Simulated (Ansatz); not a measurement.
Runs of Ansatz 0.2.0 on TiNi. Symmetry: P4/nmm, No. 129, tetragonal system. Conventional cell: a = 3.822 Å, b = 3.822 Å, c = 3.636 Å, α = 90.00°, β = 90.00°, γ = 90.00°. Ni (site symmetry -4m2) is surrounded by 8 Ti at 2.59 to 2.69 Å and 4 Ni at 2.70 Å. Ti (site symmetry 4mm) has 8 Ni at 2.59 to 2.69 Å and 4 Ti at 2.71 Å as nearest neighbours. The cell comes from a database or a generator and needn't be the stable form of this composition.

| spin | fixed moment (μB) | pressure (GPa) | moment (μB) | largest force (eV/Å) |
| --- | --- | --- | --- | --- |
| collinear, ferromagnetic start | 5.0 | 3.6 | 5.00 | 0.28 |
| collinear, ferromagnetic start | 1.0 | -4.7 | 1.00 | 0.12 |
| collinear, ferromagnetic start | 6.0 | (a) | 6.00 | 0.45 |
| collinear, ferromagnetic start | 3.0 | -1.9 | 3.00 | (b) |
| collinear, ferromagnetic start | 8.0 | 18.1 | 8.00 | 0.90 |
| collinear, ferromagnetic start | 2.0 | -3.8 | 2.00 | 0.12 |
| collinear, program default start | 0.0 | -4.9 | 0.00 | 0.17 |
| collinear, ferromagnetic start | 4.0 | 0.6 | 4.00 | 0.20 |

Alike in all rows: task single point; level PBEsol; potentials or basis Ansatz PAW; cell as given; k mesh 6 × 6 × 6; cutoff (eV) 420; smearing fermi-dirac 0.05 eV.

Question: Estimate the missing entries.

Answer: (a) 7.3; (b) 0.21.

Caveats: the total moment is fixed, so each spin has its own Fermi level; the PAW data sets come from PBE, with cores solved anew for the run's functional, which leaves a small shift of forces and pressure; the thresholds are loose for stress.
